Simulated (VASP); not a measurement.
Wanted: the native input for a VASP 6.6.1 run.

```
Task                   : relaxation of cell and atoms
Functional             : LDA
Potentials or basis    : VASP PAW LDA potentials, release 64 (Mn_pv, S)
Cutoff                 : 600 eV
k mesh                 : 8 × 8 × 8
Occupations            : fermi-dirac, width 0.05 eV
Spin                   : collinear spin, ferromagnetic start
Starting moments       : [4.0, 0.0] μB
Ladder                 : gaps
Further INCAR settings : ALGO = Normal; EDIFF = 1e-06; IBRION = 2; EDIFFG = -0.01; NSW = 60; ISIF = 3
```

The structure of MnS lies in POSCAR:

```
MnS
1.0
    0.0000000000      2.6045000000      2.6045000000
    2.6045000000      0.0000000000      2.6045000000
    2.6045000000      2.6045000000      0.0000000000
Mn S
1 1
Direct
    0.0000000000      0.0000000000      0.0000000000
    0.5000000000      0.5000000000      0.5000000000
```

The input as run:

INCAR

```
SYSTEM = MnS
PREC = Accurate
ENCUT = 600
EDIFF = 1E-6
ISMEAR = -1
SIGMA = 0.05
LREAL = .False.
LASPH = .True.
NELM = 120
ALGO = Normal
ISIF = 3
LWAVE = .False.
LCHARG = .False.
ISPIN = 2
MAGMOM = 4 0
LORBIT = 11
LMAXMIX = 4
GGA = CA
IBRION = 2
NSW = 60
EDIFFG = -0.01
```

KPOINTS

```
Automatic mesh
0
Gamma
  8 8 8
  0 0 0
```

Potentials or basis: VASP PAW LDA potentials, release 64 (Mn_pv, S).

Launch:

```sh
$ cat potpaw_LDA.64/Mn_pv/POTCAR potpaw_LDA.64/S/POTCAR > POTCAR
$ mpirun -np 1 vasp_std > vasp.out
```

Results of the run:

The relaxed volume is 13.31 Å³/atom, the relaxed cell is a = 3.352 Å, b = 3.352 Å, c = 3.352 Å, α = 60.00°, β = 60.00°, γ = 60.00° and the space group after relaxing (to 0.05 Å) is Fm-3m (No. 225). The energy gained by relaxing is 205.1 meV/atom and the ionic steps are 6. The pressure after relaxing is 0.0 GPa. The band gap on the k mesh is none (metal or under the smearing width) and the net moment is 3.16 μB per cell. The site moments are Mn +2.96; S +0.04 μB. The valence electrons inside the program's atomic spheres are Mn 11.73; S 3.74.

Caveat: the volume moved by over 15 % at a fixed basis, so the end points are rough; the volume moved by -25 % from the deposited cell, more than functionals usually miss; a cell with one magnetic atom can't hold antiferromagnetic order, which such compounds often take; semilocal functionals often make such compounds metallic where correlation or magnetic order opens a gap, which also shifts bond lengths.

It took 2.7 min on 1 thread of Intel(R) Xeon(R) Platinum 8488C (Sapphire Rapids) (shared host), peak memory 0.18 GiB.
